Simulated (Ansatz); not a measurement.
# TiTe₂: phonon entropy and phonon heat capacity against temperature

Harmonic vibrational free energy, entropy and heat capacity at constant volume, per atom, from the force constants of a q mesh, imaginary modes left out; plane waves with PAW datasets, Gamma-centred k mesh. The results are calculated, by Ansatz 0.2.0.

Structure of every row (space group P-3m1, No. 164):
```
TiTe2
1.0
      3.7665     0.0000     0.0000
     -1.8832     3.2618     0.0000
      0.0000     0.0000     6.9190
Ti Te
1 2
Direct
  0.00000 0.00000 0.00000
  0.66667 0.33333 0.25067
  0.33333 0.66667 0.74933
```

Settings of every row: functional PBE; dispersion none; spin none; wave cutoff 420 eV; k mesh 12x12x8; occupations fermi dirac; smearing width 0.15 eV; pressure 0 GPa; phonon method linear response; q mesh 2x2x1.

Limits: coarse q mesh; levels loosely converged; metal sensitive to the k mesh; no spin-orbit coupling, which can matter with elements this heavy.

| row | temperature (K) | phonon entropy (kB/atom) | phonon heat capacity (kB/atom) | phonon free energy (meV/atom) |
| --- | --- | --- | --- | --- |
| 1 | 200 | 3.663 | 2.773 | -7.3 |
| 2 | 300 | 4.815 | 2.894 | -44.1 |
| 3 | 400 | 5.655 | 2.939 | -89.4 |
| 4 | 500 | 6.313 | 2.961 | -141.1 |
| 5 | 600 | ? | ? | ? |
| 6 | 700 | 7.313 | 2.98 | -259 |
| 7 | 800 | 7.711 | 2.984 | -323.7 |
| 8 | 900 | 8.063 | 2.988 | -391.7 |
| 9 | 1000 | 8.378 | 2.99 | -462.6 |

Question: what phonon entropy and phonon heat capacity should row 5 give?

Worked fit of phonon entropy. Entropy rises as the heat capacity times the change of ln T, so take t = ln(T / 300 K). The shown rows have t = -0.4055, 0, 0.2877, 0.5108, 0.8473, 0.9808, 1.0986, 1.204. Least squares give phonon entropy = 4.8209 + 2.88694 × t + 0.05865 × t² kB/atom; a straight line predicts inner rows, each left out in turn, worse (root mean square 0.014 against 0.0044 kB/atom). The rows lie off it by 0.003, -0.006, -0.001, 0.002, 0.004, 0.002, 0.000, -0.004 (root mean square 0.0033 kB/atom), a smooth pattern that one more power would take up: the form is only approximate. The slope at t = 0, 2.89 kB/atom, estimates the heat capacity at 300 K. The withheld row has t = 0.6931, so the fit gives 4.8209 + 2.88694 × (0.6931) + 0.05865 × (0.6931)² = 6.850 kB/atom.

The calculation gave 6.854 kB/atom. The fit lies 0.004 kB/atom (0.085 % of the column's range) below it; its largest miss of a shown row is 0.006 kB/atom.

Worked fit of phonon heat capacity. At high temperature a harmonic heat capacity falls short of its limit by a term in 1/T², so take t = (100 K / T)². The shown rows have t = 0.25, 0.11111, 0.0625, 0.04, 0.02041, 0.01562, 0.01235, 0.01. Least squares give phonon heat capacity = 2.9999 − 0.991 × t + 0.334 × t² kB/atom; a straight line predicts inner rows, each left out in turn, worse (root mean square 0.002 against 0.00038 kB/atom). The rows lie off it by 0.000, 0.000, 0.000, 0.000, 0.000, -0.001, 0.000, 0.000. The constant, 2.9999 kB/atom, is to be held against the harmonic limit of 3 k_B an atom. The withheld row has t = 0.02778, so the fit gives 2.9999 − 0.991 × (0.02778) + 0.334 × (0.02778)² = 2.973 kB/atom.

The calculation gave 2.973 kB/atom. The fit meets it to the printed digit.

The other values of row 5: phonon free energy -197.9 meV/atom.
